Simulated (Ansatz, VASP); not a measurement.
# Cross-check of Al30In10Ga10As20O43 (amorphous Al2O3 against InGaAs(110), -2 O) between VASP and Ansatz

One calculation is typed for both programs; each brings its own data sets. How far apart do they land? The structure shown is the start of the Ansatz relaxation below; VASP solves that cell, so the two are compared at the walk's first step.

Program: Ansatz 0.2.0. Level of theory: plane waves, with VASP 6.6.1 beside it; single point at PBE. Results are calculated unless marked as measured.

## Step 1: The structure

The cell holds 113 atoms: 10 In, 20 As, 10 Ga, 30 Al and 43 O. Cell: a = 11.900 Å, b = 8.415 Å, c = 19.279 Å, α = 90.0°, β = 90.0°, γ = 90.0°. It derives from InGaAs2 (5 planes of zincblende GaAs(110)). A slab of 5 planes of zincblende GaAs(110) (starting lattice constant a = 5.95 A), 11.90 x 8.41 A in plane, 50 % of Ga replaced at random by In. 73 atoms (30 Al, 43 O) packed at random between the slab and its periodic image at 3.05 g/cm^3 (a layer of 8.1 A) and pushed apart as soft spheres. Langevin MD at fixed cell with the MACE-MP-0b2 small potential (Batatia et al., arXiv:2401.00096), steps of 1.5 fs: 0.63 ps at 3000 K with the crystal held, 3000 to 550 K in 1.8 ps with the crystal held, 550 to 300 K in 0.9 ps with its inner planes held; soft walls kept the melt out of the crystal while it was held. Then all atoms and the cell's height relaxed. The structure's axis is c.

## Step 2: Ansatz: relaxation, PBE

Ansatz runs on its default PAW (the set named soft_2) files.

The two programs are compared at the cell with which this relaxation starts, whose forces are those of its first step.

Input file input.yaml:

```yaml
crystal:
  lattice:
    - [11.9, 0.0, 0.0]
    - [0.0, 8.41457, 0.0]
    - [0.0, 0.0, 19.27937]
  atoms:
    - { symbol: In, position: [0.99724, 0.00623, 0.38063] }
    - { symbol: As, position: [0.12298, 0.98484, 0.05558] }
    - { symbol: Ga, position: [0.22451, 0.74513, 0.08183] }
    - { symbol: As, position: [0.38784, 0.76236, 0.15724] }
    - { symbol: In, position: [0.2382, 0.24685, 0.06866] }
    - { symbol: As, position: [0.39507, 0.26752, 0.16395] }
    - { symbol: In, position: [0.98068, 0.01165, 0.15674] }
    - { symbol: As, position: [0.11907, 0.01111, 0.26546] }
    - { symbol: Ga, position: [0.97931, 0.5107, 0.15316] }
    - { symbol: As, position: [0.11253, 0.51227, 0.25703] }
    - { symbol: In, position: [0.24929, 0.26373, 0.26633] }
    - { symbol: As, position: [0.38507, 0.24848, 0.37503] }
    - { symbol: In, position: [0.25131, 0.75992, 0.26641] }
    - { symbol: As, position: [0.38826, 0.777, 0.37623] }
    - { symbol: Ga, position: [0.99787, 0.51297, 0.36319] }
    - { symbol: As, position: [0.1092, 0.50583, 0.05344] }
    - { symbol: As, position: [0.11975, 0.00676, 0.49545] }
    - { symbol: In, position: [0.26355, 0.75939, 0.49202] }
    - { symbol: In, position: [0.24007, 0.26124, 0.48085] }
    - { symbol: As, position: [0.11115, 0.51665, 0.46868] }
    - { symbol: Ga, position: [0.5151, 0.01541, 0.37846] }
    - { symbol: As, position: [0.58896, 0.03974, 0.05388] }
    - { symbol: Ga, position: [0.70811, 0.79406, 0.05849] }
    - { symbol: As, position: [0.85098, 0.7547, 0.15496] }
    - { symbol: Ga, position: [0.71215, 0.28097, 0.06014] }
    - { symbol: As, position: [0.85388, 0.27144, 0.15798] }
    - { symbol: Ga, position: [0.50172, 0.01463, 0.16762] }
    - { symbol: As, position: [0.63102, 0.01089, 0.26981] }
    - { symbol: Ga, position: [0.50892, 0.51711, 0.1518] }
    - { symbol: As, position: [0.62979, 0.51242, 0.26006] }
[... 77 atom lines left out ...]
    - { symbol: O, position: [0.11062, 0.01766, 0.78523] }
    - { symbol: O, position: [0.2947, 0.88445, 0.82303] }
    - { symbol: O, position: [0.39985, 0.60064, 0.85964] }
    - { symbol: O, position: [0.23924, 0.28258, 0.67826] }
    - { symbol: O, position: [0.64051, 0.46491, 0.65522] }
    - { symbol: O, position: [0.65495, 0.30355, 0.78616] }
kpoints:
  mp_grid: { grid: [1, 1, 1] }
hamiltonian:
  xc: pbe
scf:
  occupations: { method: fermi_dirac, width: 0.025 }
output:
  forces: true
relax:
  f_tol: 0.08
  max_steps: 90
  cell: { fix: [a, b, alpha, beta, gamma] }
```

Launch:

```bash
$ ansatz run input.yaml --threads 8 --pin off --max-ram 15872MiB --backend cpu --events-out ev --progress --plain --runs-dir out
```

Numbers of over 12 decimals in the logs are rounded to 6 here.

The log of the run:

```text
Engine: ansatz 0.2.0, aarch64-unknown-linux-gnu
Pseudopotentials: kind: paw
Pseudopotential: In, paw, valence charge 13, recommended cutoff 420 eV (normal), In.paw.azcp
Pseudopotential: As, paw, valence charge 15, recommended cutoff 420 eV (normal), As.paw.azcp
Pseudopotential: Ga, paw, valence charge 13, recommended cutoff 420 eV (normal), Ga.paw.azcp
Pseudopotential: Al, paw, valence charge 3, recommended cutoff 420 eV (normal), Al.paw.azcp
Pseudopotential: O, paw, valence charge 6, recommended cutoff 420 eV (normal), O.paw.azcp
Functional definition: PBE
  parameter kappa = 0.804
  parameter beta = 0.066725
  exchange = pbe_x(kappa = kappa, mu = beta*pi^2/3)
  correlation = pbe_c(beta = beta)
Crystal: 113 atoms, lattice volume = 1930.509 Å³
Basis set: ecut = 420 eV, 37683 PW (Γ), exchange–correlation on 160×120×270 points (8 copies of the dense FFT grid, shifted against one another)
Bands: 567, of which v1, the nominal top of the filled ones, is band 454 counted from 1 (453 counted from 0)
Symmetry: 1 space group operations
Space group: P1 (ITA 1), of the structure as read, at distance tolerance 1.2e-4 Å
k-points: 1
Non-local potential: In, projectors of the file, l = 0: 2, l = 1: 2, l = 2: 2, l = 3: 2
Non-local potential: As, projectors of the file, l = 0: 2, l = 1: 2, l = 2: 3, l = 3: 1
Non-local potential: Ga, projectors of the file, l = 0: 2, l = 1: 2, l = 2: 3, l = 3: 1
Non-local potential: Al, projectors of the file, l = 0: 2, l = 1: 2, l = 2: 1
Non-local potential: O, projectors of the file, l = 0: 2, l = 1: 2, l = 2: 1
PAW form: soft (Blöchl's): semilocal exchange-correlation on the pseudo side does not see the compensation charge
PAW one-centre angular grid: In, 590 points (default); XC on 64 Gauss nodes
PAW one-centre angular grid: As, 590 points (default); XC on 64 Gauss nodes
PAW one-centre angular grid: Ga, 590 points (default); XC on 64 Gauss nodes
PAW one-centre angular grid: Al, 110 points (default); XC on 64 Gauss nodes
PAW one-centre angular grid: O, 110 points (default); XC on 64 Gauss nodes
Initial density: superposition of atomic densities (neutral atoms: chi_scale 0, normalization atom), corrected by the library's trained network
Initial wavefunctions: pseudopotential atomic-orbital guess
Functional: x = pbe(κ = 0.804, μ = 0.219515), c = pbe(β = 0.066725)
SCF iter   1: F=—  HF=-231541.375097 eV  |F-HF|=—  |Δ(HF+E_count)|=         —  Δρ=5.16e-3  dr2=2.81e0  ethr=1.77e-3  ⟨swp⟩=6.0  Hψ=2335  notcnv=0  defer=24
preconditioner: auto → Resta (q_TF=auto, 2.406 Å⁻¹)  ε∞=3.7  [insulator: Δε(μ)=0.292 eV  Ē_g=13.768 eV  σ=0.025 eV  W_gap=0.99  n_scr=464 (ndim 8)  ℏωp=22.5 eV  f_vac=0.064  D(μ)=0.49/eV (n_scr^D=0)  ε∞_Penn≈3.7]
SCF iter   2: F=—  HF=-231541.682905 eV  |F-HF|=—  |Δ(HF+E_count)|=   3.08e-1  Δρ=9.11e-3  dr2=2.68e1  ethr=3.10e-4  ⟨swp⟩=2.0  Hψ=662  notcnv=0  defer=103  recentre
preconditioner: auto → LDOS  [insulator: Δε(μ)=0.076 eV  Ē_g=13.762 eV  σ=0.025 eV  W_gap=0.64  n_scr=464 (ndim 8)  ℏωp=22.5 eV  f_vac=0.065  D(μ)=26.05/eV (n_scr^D=112)  ε∞_Penn≈3.7  β→1.0]
SCF iter   3: F=—  HF=-231541.269901 eV  |F-HF|=—  |Δ(HF+E_count)|=   4.13e-1  Δρ=4.25e-3  dr2=2.10e0  ethr=3.10e-4  ⟨swp⟩=3.0  Hψ=536  notcnv=0  defer=103
SCF iter   4: F=—  HF=-231541.127432 eV  |F-HF|=—  |Δ(HF+E_count)|=   1.42e-1  Δρ=2.85e-3  dr2=5.68e-1  ethr=2.32e-4  ⟨swp⟩=1.0  Hψ=653  notcnv=0  defer=103
SCF iter   5: F=—  HF=-231541.082721 eV  |F-HF|=—  |Δ(HF+E_count)|=   4.47e-2  Δρ=1.53e-3  dr2=6.08e-1  ethr=6.25e-5  ⟨swp⟩=3.0  Hψ=564  notcnv=0  defer=105
SCF iter   6: F=—  HF=-231541.071115 eV  |F-HF|=—  |Δ(HF+E_count)|=   1.16e-2  Δρ=7.45e-4  dr2=1.53e-1  ethr=6.25e-5  ⟨swp⟩=2.0  Hψ=655  notcnv=0  defer=103
SCF iter   7: F=—  HF=-231541.066728 eV  |F-HF|=—  |Δ(HF+E_count)|=   4.39e-3  Δρ=2.34e-4  dr2=2.76e-3  ethr=1.69e-5  ⟨swp⟩=1.0  Hψ=464  notcnv=0  defer=103
SCF iter   8: F=—  HF=-231541.066841 eV  |F-HF|=—  |Δ(HF+E_count)|=   1.14e-4  Δρ=2.14e-4  dr2=4.82e-3  ethr=3.04e-7  ⟨swp⟩=2.0  Hψ=658  notcnv=0  defer=103
SCF iter   9: F=—  HF=-231541.066661 eV  |F-HF|=—  |Δ(HF+E_count)|=   1.81e-4  Δρ=9.82e-5  dr2=1.19e-3  ethr=3.04e-7  ⟨swp⟩=2.0  Hψ=647  notcnv=0  defer=103
SCF iter  10: F=—  HF=-231541.066621 eV  |F-HF|=—  |Δ(HF+E_count)|=   3.92e-5  Δρ=5.21e-5  dr2=2.18e-4  ethr=1.31e-7  ⟨swp⟩=2.0  Hψ=482  notcnv=0  defer=103
SCF iter  11: F=—  HF=-231541.066630 eV  |F-HF|=—  |Δ(HF+E_count)|=   9.14e-6  Δρ=3.67e-5  dr2=1.37e-4  ethr=2.40e-8  ⟨swp⟩=2.0  Hψ=599  notcnv=0  defer=103
SCF iter  12: F=—  HF=-231541.066628 eV  |F-HF|=—  |Δ(HF+E_count)|=   2.80e-6  Δρ=1.44e-5  dr2=1.21e-5  ethr=1.50e-8  ⟨swp⟩=2.0  Hψ=568  notcnv=0  defer=103
SCF iter  13: F=—  HF=-231541.066748 eV  |F-HF|=—  |Δ(HF+E_count)|=   1.20e-4  Δρ=8.14e-6  dr2=2.31e-6  ethr=1.33e-9  ⟨swp⟩=2.0  Hψ=820  notcnv=0  defer=103
[...]
- { symbol: In, position: [0.979571, 0.031454, 0.146448] }
    - { symbol: As, position: [0.108475, 0.037592, 0.259881] }
    - { symbol: Ga, position: [0.975083, 0.534249, 0.148864] }
    - { symbol: As, position: [0.099811, 0.546599, 0.252623] }
    - { symbol: In, position: [0.234898, 0.295075, 0.264380] }
    - { symbol: As, position: [0.380306, 0.272904, 0.370884] }
    - { symbol: In, position: [0.244419, 0.788744, 0.277133] }
    - { symbol: As, position: [0.361914, 0.799024, 0.396938] }
    - { symbol: Ga, position: [0.970971, 0.542700, 0.350185] }
    - { symbol: As, position: [0.121271, 0.516223, 0.053247] }
    - { symbol: As, position: [0.078007, 0.061731, 0.503380] }
    - { symbol: In, position: [0.179017, 0.790776, 0.492467] }
    - { symbol: In, position: [0.209158, 0.279126, 0.454802] }
    - { symbol: As, position: [0.078398, 0.527792, 0.456471] }
    - { symbol: Ga, position: [0.498661, 0.025688, 0.382023] }
    - { symbol: As, position: [0.581468, 0.042326, 0.053760] }
    - { symbol: Ga, position: [0.698283, 0.798253, 0.054417] }
    - { symbol: As, position: [0.843928, 0.776303, 0.147999] }
    - { symbol: Ga, position: [0.704645, 0.284053, 0.057010] }
    - { symbol: As, position: [0.845598, 0.293012, 0.153813] }
    - { symbol: Ga, position: [0.495359, 0.035661, 0.169338] }
    - { symbol: As, position: [0.618694, 0.028391, 0.270771] }
    - { symbol: Ga, position: [0.499040, 0.541120, 0.156398] }
    - { symbol: As, position: [0.620979, 0.534923, 0.261520] }
    - { symbol: Ga, position: [0.732331, 0.281025, 0.266026] }
    - { symbol: As, position: [0.857039, 0.303256, 0.367727] }
    - { symbol: Ga, position: [0.737029, 0.782709, 0.263358] }
    - { symbol: As, position: [0.856188, 0.779921, 0.369776] }
    - { symbol: In, position: [0.492630, 0.544396, 0.380559] }
    - { symbol: As, position: [0.599238, 0.547034, 0.025928] }
    - { symbol: As, position: [0.648336, 0.043814, 0.478005] }
    - { symbol: In, position: [0.740084, 0.756230, 0.492653] }
    - { symbol: In, position: [0.768508, 0.313127, 0.497340] }
    - { symbol: As, position: [0.590823, 0.524504, 0.503200] }
    - { symbol: Al, position: [0.287424, 0.718016, 0.894491] }
    - { symbol: Al, position: [0.146951, 0.115016, 0.716742] }
    - { symbol: Al, position: [0.030247, 0.338223, 0.823846] }
    - { symbol: Al, position: [0.538093, 0.068017, 0.584113] }
    - { symbol: Al, position: [0.188400, 0.804901, 0.761461] }
    - { symbol: Al, position: [0.855258, 0.189484, 0.923872] }
    - { symbol: Al, position: [0.977315, 0.542332, 0.572324] }
    - { symbol: Al, position: [0.098784, 0.016241, 0.889546] }
    - { symbol: Al, position: [0.479753, 0.465418, 0.615425] }
    - { symbol: Al, position: [0.757752, 0.973888, 0.698104] }
    - { symbol: Al, position: [0.900824, 0.833477, 0.933038] }
    - { symbol: Al, position: [0.393079, 0.240273, 0.691243] }
    - { symbol: Al, position: [0.389438, 0.569899, 0.765193] }
    - { symbol: Al, position: [0.260670, 0.312191, 0.896058] }
    - { symbol: Al, position: [0.633281, 0.127469, 0.840279] }
    - { symbol: Al, position: [0.375183, 0.049248, 0.814268] }
    - { symbol: Al, position: [0.731743, 0.732694, 0.874959] }
    - { symbol: Al, position: [0.381052, 0.887686, 0.672696] }
    - { symbol: Al, position: [0.831591, 0.486447, 0.966204] }
    - { symbol: Al, position: [0.754591, 0.612688, 0.659663] }
    - { symbol: Al, position: [0.079710, 0.596937, 0.925833] }
    - { symbol: Al, position: [0.584540, 0.812483, 0.757514] }
    - { symbol: Al, position: [0.690627, 0.269918, 0.687081] }
    - { symbol: Al, position: [0.437089, 0.032707, 0.959271] }
    - { symbol: Al, position: [0.782933, 0.405283, 0.809681] }
    - { symbol: Al, position: [0.502030, 0.664761, 0.916398] }
    - { symbol: Al, position: [0.933941, 0.689835, 0.773150] }
    - { symbol: Al, position: [0.966067, 0.256894, 0.655961] }
    - { symbol: Al, position: [1.008398, 0.856209, 0.653399] }
    - { symbol: Al, position: [0.213925, 0.469719, 0.661243] }
    - { symbol: O, position: [0.072734, 0.439466, 0.631664] }
    - { symbol: O, position: [0.057018, 0.741087, 0.728636] }
    - { symbol: O, position: [0.757404, 0.823956, 0.956961] }
    - { symbol: O, position: [0.495926, 0.062043, 0.871558] }
    - { symbol: O, position: [0.048704, 0.276850, 0.740426] }
    - { symbol: O, position: [0.433238, 0.054972, 0.729115] }
    - { symbol: O, position: [0.593831, 0.731927, 0.845889] }
    - { symbol: O, position: [0.040597, 0.063240, 0.652248] }
    - { symbol: O, position: [0.399477, 0.813725, 0.949589] }
    - { symbol: O, position: [0.674881, 0.975351, 0.781660] }
    - { symbol: O, position: [0.017749, 0.545558, 0.840049] }
    - { symbol: O, position: [0.828999, 0.542019, 0.743185] }
    - { symbol: O, position: [0.647055, 0.085529, 0.649718] }
    - { symbol: O, position: [0.865040, 0.793750, 0.842666] }
    - { symbol: O, position: [0.828738, 0.182928, 0.695614] }
    - { symbol: O, position: [0.313935, 0.236328, 0.818499] }
    - { symbol: O, position: [0.334202, 0.193183, 0.960645] }
    - { symbol: O, position: [0.671642, 0.775300, 0.686716] }
    - { symbol: O, position: [0.222258, 0.519288, 0.910432] }
    - { symbol: O, position: [1.047551, 0.739382, 0.582873] }
    - { symbol: O, position: [0.245559, 0.595910, 0.742798] }
    - { symbol: O, position: [0.115478, 0.238077, 0.889775] }
    - { symbol: O, position: [0.136402, 0.797884, 0.907040] }
    - { symbol: O, position: [0.834944, 0.642851, 0.583332] }
[...]
- { symbol: O, position: [0.456022, 0.420265, 0.717373] }
    - { symbol: O, position: [0.441266, 0.916721, 0.594201] }
    - { symbol: O, position: [0.120168, -0.00291541, 0.797737] }
    - { symbol: O, position: [0.305493, 0.859873, 0.824580] }
    - { symbol: O, position: [0.404993, 0.579388, 0.857876] }
    - { symbol: O, position: [0.247475, 0.259102, 0.681341] }
    - { symbol: O, position: [0.654252, 0.453066, 0.650187] }
    - { symbol: O, position: [0.663441, 0.294870, 0.782580] }
```

[end of part 1 of 2]

[Lines on the potential files, build, host, timing and source positions are cut from VASP's logs without a mark.]

[Logs are printed without paths, hosts, clocks, repeated set-up lines and the standing remarks that a program may print on its own settings, such as how far it seeks lower states.]

[Hosts, paths, dates, database ids (printed as entryN), source tags and the programs' standing remarks are cut or masked in the printed files.]
